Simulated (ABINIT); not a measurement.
# GaN (P6_3mc): G0W0 with ABINIT, start to end

Wanted: ground state, empty states, screening and self-energy for GaN (P6_3mc).

Program: ABINIT 10.8.3. Level of theory: PBE and many-body steps on it, plane waves. Results are calculated unless marked as measured.

The database entry behind the starting cell has ideal inner coordinates that were not refined, so it need not match the best structure at ambient conditions.

## (1) Set-up

The structure is hexagonal, space group P6_3mc (No. 186). Conventional cell: a = 3.190 Å, b = 3.190 Å, c = 5.189 Å, α = 90.00°, β = 90.00°, γ = 120.00°. Nearest to Ga lie 4 N at 1.95 Å. N has 4 Ga at 1.95 Å nearest. Farther neighbours and most contacts between anions are not listed.

The cell and positions come from the Crystallography Open Database and are kept as given unless a step says otherwise.

## (2) Ground state

This step: ABINIT 10.8.3; DFT, PBE, plane waves, norm-conserving pseudopotentials.

The ground-state density comes first.

Input file run.abi:

```
acell 3*1.0 Angstrom
rprim 
  3.190000000016 -0.000000000004 0.000000000000
  -1.595000000005 2.762621038088 0.000000000000
  0.000000000000 0.000000000000 5.189000000000
ntypat 2
znucl 31 7
natom 4
typat 1 1 2 2
xred 
  0.666666666667 0.333333333333 0.000000000000
  0.333333333333 0.666666666667 0.500000000000
  0.666666666667 0.333333333333 0.375000000000
  0.333333333333 0.666666666667 0.875000000000
pp_dirpath "pseudos"
pseudos "Ga.upf, N.upf"
ecut 45
ngkpt 6 6 4
nshiftk 1
shiftk 0 0 0
kptopt 1
chksymbreak 0
nband 32
occopt 1
tolvrs 1e-10
nstep 60
prtwf 0
optforces 0
optstress 0
indata_prefix "in"
outdata_prefix "out"
tmpdata_prefix "tmp"
```

Command:

```sh
$ OMP_NUM_THREADS=1 mpirun -n 8 abinit run.abi > log
```

Numbers of over 12 decimals in the logs are rounded to 6 here.

What it wrote:

```text
.Version 10.8.3 of ABINIT. v10.8.2 released Aug 2026.

 Symmetries : space group P6_3 m c (#186); Bravais hP (primitive hexag.)
================================================================================
 Values of the parameters that define the memory need of the present run
     intxc =       0    ionmov =       0      iscf =       7    lmnmax =       6
     lnmax =       6     mgfft =      60  mpssoang =       3    mqgrid =    3001
     natom =       4  nloc_mem =       1    nspden =       1   nspinor =       1
    nsppol =       1      nsym =      12    n1xccc =    2501    ntypat =       2
    occopt =       1   xclevel =       2
-    mband =          32        mffmem =           1         mkmem =           3
       mpw =        4506          nfft =       96000          nkpt =          21
================================================================================
  Rough estimation (10% accuracy) of disk space for files :
================================================================================

--------------------------------------------------------------------------------
------------- Echo of variables that govern the present computation ------------
--------------------------------------------------------------------------------
 -outvars: echo values of preprocessed input variables --------
            acell      1.8897261259E+00  1.8897261259E+00  1.8897261259E+00 Bohr

      chksymbreak           0
             ecut      4.50000000E+01 Hartree
-          fftalg         312

              ixc     -101130
              kpt      0.00000000E+00  0.00000000E+00  0.00000000E+00
                       1.66666667E-01  0.00000000E+00  0.00000000E+00
                       3.33333333E-01  0.00000000E+00  0.00000000E+00
                       5.00000000E-01  0.00000000E+00  0.00000000E+00
                       1.66666667E-01  1.66666667E-01  0.00000000E+00
                       3.33333333E-01  1.66666667E-01  0.00000000E+00
                       3.33333333E-01  3.33333333E-01  0.00000000E+00
                       0.00000000E+00  0.00000000E+00  2.50000000E-01
                       1.66666667E-01  0.00000000E+00  2.50000000E-01
   [... 10 further rows ...]
                       3.33333333E-01  1.66666667E-01  5.00000000E-01
                       3.33333333E-01  3.33333333E-01  5.00000000E-01
         kptrlatt        6    0    0      0    6    0      0    0    4
          kptrlen      3.61693581E+01
P           mkmem           3
            natom           4
            nband          32
            ngfft          40      40      60
             nkpt          21
            nstep          60
             nsym          12
           ntypat           2
              occ      2.000000  2.000000  2.000000  2.000000  2.000000  2.000000
                       2.000000  2.000000  2.000000  2.000000  2.000000  2.000000
                       2.000000  2.000000  2.000000  2.000000  2.000000  2.000000
                       2.000000  2.000000  2.000000  2.000000  2.000000  2.000000
                       2.000000  2.000000  0.000000  0.000000  0.000000  0.000000
                       0.000000  0.000000
        optforces           0
        optstress           0
            prtwf           0
            rprim      3.1900000000E+00 -4.0000000000E-12  0.0000000000E+00
[...]
spgroup         186

           tolvrs      1.00000000E-10

             xred      6.6666666667E-01  3.3333333333E-01  0.0000000000E+00
[...]
znucl       31.00000    7.00000

================================================================================

 chkinp: Checking input parameters for consistency.

================================================================================
== DATASET  1 ==================================================================
-   mpi_nproc: 8, omp_nthreads: 1 (-1 if OMP is not activated)

--- !DatasetInfo
iteration_state: {dtset: 1, }
dimensions: {natom: 4, nkpt: 21, mband: 32, nsppol: 1, nspinor: 1, nspden: 1, mpw: 4506, }
cutoff_energies: {ecut:  45.0, pawecutdg:  -1.0, }
electrons: {nelect:   5.20000000E+01, charge:   0.00000000E+00, occopt:   1.00000000E+00, tsmear:   1.00000000E-02, }

 Real(R)+Recip(G) space primitive vectors, cartesian coordinates (Bohr,Bohr^-1):
 R(1)=  6.0282263  0.0000000  0.0000000  G(1)=  0.1658863  0.0957745  0.0000000
 R(2)= -3.0141132  5.2205972  0.0000000  G(2)=  0.0000000  0.1915490  0.0000000
 R(3)=  0.0000000  0.0000000  9.8057889  G(3)=  0.0000000  0.0000000  0.1019806
 Unit cell volume ucvol=  3.0859741E+02 bohr^3
 Angles (23,13,12)=  9.00000000E+01  9.00000000E+01  1.20000000E+02 degrees

 getcut: wavevector=  0.0000  0.0000  0.0000  ngfft=  40  40  60
         ecut(hartree)=     45.000   => boxcut(ratio)=   2.02627

--- Pseudopotential description ------------------------------------------------
- Ga Generated using ONCVPSP code by D. R. Hamann
- 31.00000  21.00000  171031                  znucl, zion, pspdat
12 -101130 2 -1 1902                          pspcod,pspxc,lmax,lloc,mmax
     nproj     2     2     2
  pspatm : epsatm=   21.85474337
         --- l  ekb(1:nproj) -->
[...]
pspatm: atomic psp has been read  and splines computed

- N Generated using ONCVPSP code by D. R. Hamann
-  7.00000   5.00000  171031                  znucl, zion, pspdat
12 -101130 1 -1 1058                          pspcod,pspxc,lmax,lloc,mmax
     nproj     2     2     0
  pspatm : epsatm=    5.20977870
         --- l  ekb(1:nproj) -->
[...]
pspatm: atomic psp has been read  and splines computed

   2.81471030E+03                                ecore*ucvol(ha*bohr**3)
--------------------------------------------------------------------------------

_setup2: Arith. and geom. avg. npw (full set) are    4450.160    4450.144

================================================================================

--- !BeginCycle
iteration_state: {dtset: 1, }
solver: {iscf: 7, nstep: 60, nline: 4, wfoptalg: 0, }
tolerances: {tolvrs: 1.00E-10, }

     iter   Etot(hartree)      deltaE(h)  residm     vres2
 ETOT  1  -514.91241054123    -5.149E+02 5.658E-01 2.259E+03
 ETOT  2  -516.80333335610    -1.891E+00 4.036E-02 3.250E+03
 ETOT  3  -517.42656362396    -6.232E-01 1.014E-01 5.839E+01
 ETOT  4  -517.43277143139    -6.208E-03 5.667E-03 3.122E+01
 ETOT  5  -517.43610687166    -3.335E-03 3.358E-03 5.848E+00
 ETOT  6  -517.43717997071    -1.073E-03 1.205E-02 1.232E-01
 ETOT  7  -517.43719931203    -1.934E-05 1.934E-03 3.823E-02
 ETOT  8  -517.43720571057    -6.399E-06 8.764E-04 2.595E-03
 ETOT  9  -517.43720617804    -4.675E-07 1.286E-03 9.031E-05
 ETOT 10  -517.43720619561    -1.758E-08 4.232E-04 4.200E-07
 ETOT 11  -517.43720619571    -1.032E-10 4.766E-04 3.169E-09
 ETOT 12  -517.43720619571     3.752E-12 1.401E-04 1.619E-10
 ETOT 13  -517.43720619571     4.775E-12 1.580E-04 7.834E-12

 At SCF step   13       vres2   =  7.83E-12 < tolvrs=  1.00E-10 =>converged.

--- !ResultsGS
iteration_state: {dtset: 1, }
comment   : Summary of ground state results
lattice_vectors:
- [  6.0282263,  -0.0000000,   0.0000000, ]
- [ -3.0141132,   5.2205972,   0.0000000, ]
- [  0.0000000,   0.0000000,   9.8057889, ]
lattice_lengths: [   6.02823,    6.02823,    9.80579, ]
lattice_angles: [ 90.000,  90.000, 120.000, ] # degrees, (23, 13, 12)
lattice_volume:   3.0859741E+02
convergence: {deltae:  4.775E-12, res2:  7.834E-12, residm:  1.580E-04, diffor:  0.000E+00, }
etotal    :  -5.17437206E+02
entropy   :   0.00000000E+00
fermie    :   2.53663909E-01
cartesian_stress_tensor: null
pressure_GPa: null
xred      :
- [  6.6667E-01,   3.3333E-01,   0.0000E+00, Ga]
- [  3.3333E-01,   6.6667E-01,   5.0000E-01, Ga]
- [  6.6667E-01,   3.3333E-01,   3.7500E-01,  N]
- [  3.3333E-01,   6.6667E-01,   8.7500E-01,  N]
cartesian_forces: null
force_length_stats: {min: null, max: null, mean: null, }

 Integrated electronic density in atomic spheres:
 ------------------------------------------------
 Atom  Sphere_radius  Integrated_density
[...]
4        2.00000          5.25890326
================================================================================

 ----iterations are completed or convergence reached----

 Mean square residual over all n,k,spin=   45.715E-08; max=  15.795E-05
 reduced coordinates (array xred) for    4 atoms
       0.666666666667      0.333333333333      0.000000000000
       0.333333333333      0.666666666667      0.500000000000
       0.666666666667      0.333333333333      0.375000000000
       0.333333333333      0.666666666667      0.875000000000
 rms dE/dt=  0.0000E+00; max dE/dt=  0.0000E+00; dE/dt below (all hartree)
    1       0.000000000000      0.000000000000      0.000000000000
    2       0.000000000000      0.000000000000      0.000000000000
    3       0.000000000000      0.000000000000      0.000000000000
    4       0.000000000000      0.000000000000      0.000000000000

 cartesian coordinates (angstrom) at end:
    1      1.595000     0.920874     0.000000
    2      2e-12     1.841747     2.594500
    3      1.595000     0.920874     1.945875
    4      2e-12     1.841747     4.540375
 length scales=  1.889726125908  1.889726125908  1.889726125908 bohr
              =  1.000000000000  1.000000000000  1.000000000000 angstroms
 prteigrs : about to open file out_EIG
 Fermi (or HOMO) energy (hartree) =   0.25366   Average Vxc (hartree)=  -0.43114
 Eigenvalues (hartree) for nkpt=  21  k points:
 kpt#   1, nband= 32, wtk=  0.00694, kpt=  0.0000  0.0000  0.0000 (reduced coord)
  -4.97589   -4.97589   -3.16320   -3.16306   -3.16306   -3.16305   -3.16304   -3.16304
  -0.33265   -0.30063   -0.24456   -0.24373   -0.24373   -0.24156   -0.24156   -0.23496
  -0.23496   -0.23177   -0.23177   -0.18366   -0.00600    0.21541    0.21541    0.25131
   0.25366    0.25366    0.32419    0.41056    0.59120    0.61823    0.61823    0.65065
 prteigrs : prtvol=0 or 1, do not print more k-points.

--- !EnergyTerms
iteration_state     : {dtset: 1, }
comment             : Components of total free energy in Hartree
kinetic             :  2.55431677541856E+02
hartree             :  2.00907745564393E+02
xc                  : -5.79425709439312E+01
Ewald energy        : -2.70513489358838E+02
psp_core            :  9.12097848216284E+00
local_psp           : -5.33709696701023E+02
non_local_psp       : -1.20731850780325E+02
total_energy        : -5.17437206195706E+02
total_energy_eV     : -1.40801836758327E+04
band_energy         : -6.19806074437565E+01

== END DATASET(S) ==============================================================
================================================================================

 -outvars: echo values of variables after computation  --------
           etotal     -5.1743720620E+02
            nband          32
             nkpt          21
          spgroup         186
 [... the other variables as echoed above ...]

 Calculation completed.
```

The job ended after 23 s (8 MPI ranks of Arm Neoverse V1, shared host; peak memory 0.67 GiB; 3.1 min of CPU time).

Numbers from this step:

```yaml
total_energy: -14080.1837 eV
gap: 1.919 eV
k_of_the_valence_top: 0, 0, 0
k_of_the_conduction_bottom: 0, 0, 0
least_direct_gap: 1.919 eV
```

The gap is direct, at Γ.

(Continued in part 2 of 3.)

[Paths, hosts, dates, memory and timing lines, banners, echoed tables and standing remarks are left out of the program output.]

[Logs are printed without paths, hosts, clocks, repeated set-up lines and the standing remarks that a program may print on its own settings, such as how far it seeks lower states.]

[Runs of the session that timed out or met a known fault of the program may be left out.]

[Hosts, paths, dates, database ids (printed as entryN), source tags and the programs' standing remarks are cut or masked in the printed files.]

[G0W0 gaps are taken among the corrected bands and points alone; a level outside them can change the order at an edge.]

[Where Ansatz stands beside ABINIT at settings called matched, ABINIT's density can come from a denser mesh and the files from another edition; pairs whose starting gaps differed by over 0.03 eV were left out, so agreement reads better than it is.]
